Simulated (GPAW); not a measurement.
# TePb (Fm-3m) in GPAW: further runs

Aim: see how the results for TePb move with the level of theory and the settings. Levels: LDA, PBE. Tasks: single point.

Program: GPAW 26.7.0. These are calculated values, not measurements. Logs are shortened: lines on timing, memory, paths and dates and some standing lists are left out, and cuts for length are marked. The log counts tension as positive stress, the text compression.

**What was measured.**

A printed reference work, monograph reports, for a bulk crystal of TePb at 4.2 K: band gap 0.19 eV (direct).

How close the calculation comes is told below.

## Step 1: The crystal as given

The structure is cubic, space group Fm-3m (No. 225). Conventional cell: a = 6.462 Å, b = 6.462 Å, c = 6.462 Å, α = 90.00°, β = 90.00°, γ = 90.00°. Around Pb (site symmetry m-3m) lie 6 Te at 3.23 Å. Around Te (site symmetry m-3m) lie 6 Pb at 3.23 Å.

## Step 2: Single point, LDA

run.py reads:

```python
from ase.dft.bandgap import bandgap
from ase.io import read, write
from ase.units import GPa
from gpaw import GPAW, PW

atoms = read('TePb.cif')

calc = GPAW(mode=PW(500),
            xc='LDA',
            kpts={'size': (6, 6, 6), 'gamma': True},
            occupations={'name': 'fermi-dirac', 'width': 0.01},
            nbands=19,
            convergence={'density': 1e-05, 'energy': 1e-05},
            maxiter=150,
            txt='gpaw.txt')
atoms.calc = calc
energy = atoms.get_potential_energy()
forces = atoms.get_forces()
stress = atoms.get_stress()
calc.write('gs.gpw')
write('result.traj', atoms)
print(f'Energy: {energy:.6f} eV')
print('Forces (eV/A):')
print(forces.round(4))
print('Stress (GPa):', (stress / GPa).round(3))
print('Fermi level:', round(calc.get_fermi_level(), 4), 'eV')
print(f'Gap: {bandgap(calc)[0]:.4f} eV, direct: {bandgap(calc, direct=True)[0]:.4f} eV')
```

TePb.cif reads:

```cif
data_TePb
_cell_length_a 4.56932402
_cell_length_b 4.56932402
_cell_length_c 4.56932402
_cell_angle_alpha 60.00000000
_cell_angle_beta 60.00000000
_cell_angle_gamma 60.00000000
_space_group_name_H-M_alt 'P1'
_space_group_name_Hall 'P 1'
_space_group_IT_number 1
loop_
_space_group_symop_operation_xyz
'x,y,z'
loop_
_atom_site_label
_atom_site_type_symbol
_atom_site_symmetry_multiplicity
_atom_site_Wyckoff_symbol
_atom_site_fract_x
_atom_site_fract_y
_atom_site_fract_z
_atom_site_occupancy
Pb1 Pb 1 a 0.0000000000 0.0000000000 0.0000000000 1
Te1 Te 1 a 0.5000000000 0.5000000000 0.5000000000 1
```

Potentials or basis: the program's PAW data sets (release 1.2.1) made for this functional, pw.

Command:

```console
$ OMP_NUM_THREADS=1 python run.py
```

gpaw.txt:

```text
__  _  _
 | _ |_)|_||  |
 |__||  | ||/\| - 26.7.0

Input parameters:
  mode=PW(ecut=500.0),
  convergence={'density': 1e-05, 'energy': 1e-05},
  kpts=MonkhorstPack(size=(6, 6, 6), gamma=True),
  maxiter=150,
  nbands=19,
  occupations=Occupations(name='fermi-dirac', width=0.01),
  xc=XC(name='LDA')

Diagonalizing LCAO Hamiltonian
Converting LCAO to pw mode

                    Te

       Pb

Atoms  # Å, Bohr magnetons
|   | symbol |        x |        y |        z |    initial magnetic moments |
|---|--------|----------|----------|----------|-----------------------------|
| 0 |     Pb | 0.000000 | 0.000000 | 0.000000 | ( 0.0000,  0.0000,  0.0000) |
| 1 |     Te | 4.569324 | 2.638100 | 1.865419 | ( 0.0000,  0.0000,  0.0000) |

Unit cell  # Å
| periodic |        x |        y |        z |  lengths |    angles |
|----------|----------|----------|----------|----------|-----------|
|      yes | 4.569324 | 0.000000 | 0.000000 | 4.569324 | 60.000000 |
|      yes | 2.284662 | 3.957151 | 0.000000 | 4.569324 | 60.000000 |
|      yes | 2.284662 | 1.319050 | 3.730837 | 4.569324 | 60.000000 |

Number of symmetries: 48
Symmetry operations  # r_c * U_cc + t_c -> r_c
|    | kind |            matrix            |
|----|------|------------------------------|
|  0 |  σ   |  1, 0, 0,  1, 0,-1,  1,-1, 0 |
|  1 |  C2  |  1, 0, 0,  1,-1, 0,  1, 0,-1 |
|  2 |  E   |  1, 0, 0,  0, 1, 0,  0, 0, 1 |
|  3 |  σ   |  1, 0, 0,  0, 0, 1,  0, 1, 0 |
|  4 |  C4  |  1, 0,-1,  1, 0, 0,  1,-1, 0 |
|  5 |  S6  |  1, 0,-1,  1,-1, 0,  1, 0, 0 |
|  6 |  σ   |  1, 0,-1,  0, 1,-1,  0, 0,-1 |
|  7 |  C3  |  1, 0,-1,  0, 0,-1,  0, 1,-1 |
|  8 |  S6  |  1,-1, 0,  1, 0, 0,  1, 0,-1 |
|  9 |  C4  |  1,-1, 0,  1, 0,-1,  1, 0, 0 |
| 10 |  C3  |  1,-1, 0,  0,-1, 1,  0,-1, 0 |
| 11 |  σ   |  1,-1, 0,  0,-1, 0,  0,-1, 1 |
| 12 |  σ   |  0, 1, 0,  1, 0, 0,  0, 0, 1 |
| 13 |  C4  |  0, 1, 0,  0, 1,-1, -1, 1, 0 |
| 14 |  C3  |  0, 1, 0,  0, 0, 1,  1, 0, 0 |
| 15 |  S6  |  0, 1, 0, -1, 1, 0,  0, 1,-1 |
| 16 |  C2  |  0, 1,-1,  1, 0,-1,  0, 0,-1 |
| 17 |  σ   |  0, 1,-1,  0, 1, 0, -1, 1, 0 |
| 18 |  S4  |  0, 1,-1,  0, 0,-1,  1, 0,-1 |
| 19 |  C4  |  0, 1,-1, -1, 1, 0,  0, 1, 0 |
| 20 |  C3  |  0, 0, 1,  1, 0, 0,  0, 1, 0 |
| 21 |  σ   |  0, 0, 1,  0, 1, 0,  1, 0, 0 |
| 22 |  S6  |  0, 0, 1,  0,-1, 1, -1, 0, 1 |
| 23 |  C4  |  0, 0, 1, -1, 0, 1,  0,-1, 1 |
| 24 |  S4  |  0, 0,-1,  1, 0,-1,  0, 1,-1 |
| 25 |  C3  |  0, 0,-1,  0, 1,-1,  1, 0,-1 |
| 26 |  C2  |  0, 0,-1,  0,-1, 0, -1, 0, 0 |
| 27 |  S6  |  0, 0,-1, -1, 0, 0,  0,-1, 0 |
| 28 |  S4  |  0,-1, 1,  1,-1, 0,  0,-1, 0 |
| 29 |  C4  |  0,-1, 1,  0, 0, 1, -1, 0, 1 |
| 30 |  C2  |  0,-1, 1,  0,-1, 0,  1,-1, 0 |
| 31 |  σ   |  0,-1, 1, -1, 0, 1,  0, 0, 1 |
| 32 |  C3  |  0,-1, 0,  1,-1, 0,  0,-1, 1 |
| 33 |  S6  |  0,-1, 0,  0, 0,-1, -1, 0, 0 |
| 34 |  S4  |  0,-1, 0,  0,-1, 1,  1,-1, 0 |
| 35 |  C2  |  0,-1, 0, -1, 0, 0,  0, 0,-1 |
| 36 |  C2  | -1, 1, 0,  0, 1, 0,  0, 1,-1 |
| 37 |  S6  | -1, 1, 0,  0, 1,-1,  0, 1, 0 |
| 38 |  S4  | -1, 1, 0, -1, 0, 1, -1, 0, 0 |
| 39 |  C3  | -1, 1, 0, -1, 0, 0, -1, 0, 1 |
| 40 |  S6  | -1, 0, 1,  0, 0, 1,  0,-1, 1 |
| 41 |  C2  | -1, 0, 1,  0,-1, 1,  0, 0, 1 |
| 42 |  C3  | -1, 0, 1, -1, 1, 0, -1, 0, 0 |
| 43 |  S4  | -1, 0, 1, -1, 0, 0, -1, 1, 0 |
| 44 |  C2  | -1, 0, 0,  0, 0,-1,  0,-1, 0 |
| 45 |  i   | -1, 0, 0,  0,-1, 0,  0, 0,-1 |
| 46 |  σ   | -1, 0, 0, -1, 1, 0, -1, 0, 1 |
| 47 |  C2  | -1, 0, 0, -1, 0, 1, -1, 1, 0 |

BZ-sampling:
  Number of BZ points: 216
  Number of IBZ points: 16

  Monkhorst-Pack size: [6, 6, 6]
  Monkhorst-Pack shift: [0.08333333333333333, 0.08333333333333333, 0.08333333333333333]

K-points  # in reciprocal-cell coordinates
|     |                                coordinates |     weight |
|-----|--------------------------------------------|------------|
|   0 | (  0.00000000,   0.00000000,   0.00000000) | 0.00462963 |
|   1 | (  0.16666667,   0.16666667,   0.00000000) | 0.02777778 |
|   2 | (  0.16666667,   0.16666667,   0.16666667) | 0.03703704 |
|   3 | (  0.33333333,   0.16666667,   0.16666667) | 0.05555556 |
|   4 | (  0.33333333,   0.33333333,  -0.33333333) | 0.05555556 |
|   5 | (  0.33333333,   0.33333333,   0.00000000) | 0.02777778 |
|   6 | (  0.33333333,   0.33333333,   0.16666667) | 0.11111111 |
|   7 | (  0.33333333,   0.33333333,   0.33333333) | 0.03703704 |
|   8 | (  0.50000000,   0.33333333,  -0.33333333) | 0.11111111 |
|   9 | (  0.50000000,   0.33333333,  -0.16666667) | 0.05555556 |
| ... |                                            |            |
|  15 | (  0.50000000,   0.50000000,   0.50000000) | 0.01851852 |

Plane wave coefficients: 1736
Cutoff: 500.0 eV

Spin-components: 1 (collinear spins)
Bands:           19
Projectors:      11
Spin-degeneracy: 2
Datatype:        complex128

Density:
  Valence electrons: 20.0
  Components: 1
  Grid points: [24 24 24]
  Charge: 0.0  # |e|

Potential:
  Grid points: [24 24 24]

species:
  Pb:
    name:    Lead
    Z:       82.0
    valence: 14
    core:    68
    charge:  0.0  # [|e|]
    compensation charges:
      type: gauss
      rc: 0.38  # [Å]
      lmax: 2
    cutoffs:
      filter: 2.36  # [Å]
      core: 2.43  # [Å]
    projectors
    | kind |    occ | energy [eV] | rcut [Å] |
    |------|--------|-------------|----------|
    |   6s |  2.000 |     -12.249 |    1.259 |
    |   6p |  2.000 |      -3.713 |    1.275 |
    |   5d | 10.000 |     -21.326 |    1.217 |
    |    s |        |      14.962 |    1.259 |
    |    p |        |      23.498 |    1.275 |
    |    d |        |       5.885 |    1.217 |

    Using partial waves for Pb as LCAO basis

  Te:
    name:    Tellurium
    Z:       52.0
    valence: 6
    core:    46
    charge:  0.0  # [|e|]
    compensation charges:
      type: gauss
      rc: 0.36  # [Å]
      lmax: 2
    cutoffs:
      filter: 2.09  # [Å]
      core: 3.17  # [Å]
    projectors
    | kind |    occ | energy [eV] | rcut [Å] |
    |------|--------|-------------|----------|
    |   5s |  2.000 |     -15.337 |    1.180 |
    |   5p |  4.000 |      -6.113 |    1.196 |
    |    s |        |      11.875 |    1.180 |
    |    p |        |      21.098 |    1.196 |
    |    d |        |       0.000 |    1.238 |

    Using partial waves for Te as LCAO basis

Reference energy: -751608.429774  # eV

eigensolver:
  PPCG
  Converge bands: occupied
  niter=2

density mixing:
  MSR1-Mixer
  Pratt-step length: 0.05
  Maximum mixing coefficient: 0.75
  Old densities: 10
  SVD Regularization: 0.005
  Good broyden scale: 1.0
  Trust region scale: 1.0
  Backstep threshold: 4.0
  History deletion threshold: 6.0
  Fourier metric: weight=20.0, sigma=0.015

occupation numbers:
  Fermi-Dirac:
    width: 0.0100  # eV

poisson solver:
  ecut: 4000.0  # eV

xc functional:
  name: None

convergence criteria:
- Maximum integral of absolute [dens]ity change: 1e-05 electrons / valence electron
- Maximum [total energy] change in last 3 cyles: 1e-05 eV / valence electron
- Maximum integral of absolute [eigenst]ate change: 4e-08 eV^2 / valence electron
maximum number of iterations: 150

SCF iterations
|iter     | |      energy | eigst |  dens |
|---------|-|-------------|-------|-------|
|iter:   1| |   -9.200727 | -0.15 |       |
|iter:   2| |   -9.179005 | -2.03 | -1.37 |
|iter:   3| |   -9.087112 | -2.27 | -1.42 |
|iter:   4| |   -9.086295 | -4.05 | -2.02 |
|iter:   5| |   -9.086180 | -4.72 | -2.48 |
|iter:   6| |   -9.086181c| -6.23 | -3.38 |
|iter:   7| |   -9.086181c| -7.21 | -4.00 |
|iter:   8| |   -9.086181c| -7.57c| -4.62 |
|iter:   9| |   -9.086181c| -7.99c| -5.54c|

Converged in 9 steps
Energy contributions relative to reference atoms: (reference = -751608.429774)

Energy contributions:
  Kinetic:          14.714284
  Coulomb:         -15.504493
  Zero:              0.108347
  External:          0.000000
  Xc:               -8.404318
  Entropy:          -0.000000
  Spinorbit:         0.000000
  ----------------------------
  Free energy:      -9.086181
  Extrapolated:     -9.086181

dipole moment: (-38.778112, -22.388553, -15.831098)  # |e|*Ang

Fermi level: 5.755
Eigenvalues  # (at kpt = [0.000, 0.000, 0.000])
| band index |      eig [eV] | occ [0-2] |
|------------|---------------|-----------|
|          0 |       -11.289 |     2.000 |
|        ... |               |           |
|          2 |       -11.271 |     2.000 |
|          3 |       -11.271 |     2.000 |
|          4 |       -11.271 |     2.000 |
|          5 |        -6.724 |     2.000 |
|          6 |        -0.349 |     2.000 |
|          7 |         3.981 |     2.000 |
[... 9 lines left out ...]
|         17 |        12.859 |     0.000 |
|         18 |        13.452 |     0.000 |

Gap: 0.615 eV
Transition (v -> c):
  (s=0, k=15, n=9, [0.50, 0.50, 0.50]) -> (s=0, k=15, n=10, [0.50, 0.50, 0.50])
No difference between direct/indirect transitions

Forces  # eV/Ang
|        x |        y |       z |
|----------|----------|---------|
|  0.00000 | -0.00000 | 0.00000 |  # Pb   0
| -0.00000 |  0.00000 | 0.00000 |  # Te   1

Stress tensor  # eV/Ang^3
|         x |         y |        z |
|-----------|-----------|----------|
|  0.013418 | -0.000000 | 0.000000 |
| -0.000000 |  0.013418 | 0.000000 |
|  0.000000 |  0.000000 | 0.013418 |

# Writing to gs.gpw (mode='')
```

Run time: 12 s. Hardware: 1 thread of Intel Xeon Platinum 8259CL at 2.50GHz (Skylake/Cascade Lake), shared host; peak memory 0.15 GiB.

What came out:

```
Free energy            : -9.0862 eV
Pressure               : -2.1 GPa
Band gap on the k mesh : 0.62 eV, direct
```

Caveat: the cutoff is short for stress and forces, so pressures can be off by a GPa or more; spin-orbit coupling is left out, which as a rule narrows the gap of such compounds by several tenths of an eV.

[end of part 1 of 2]
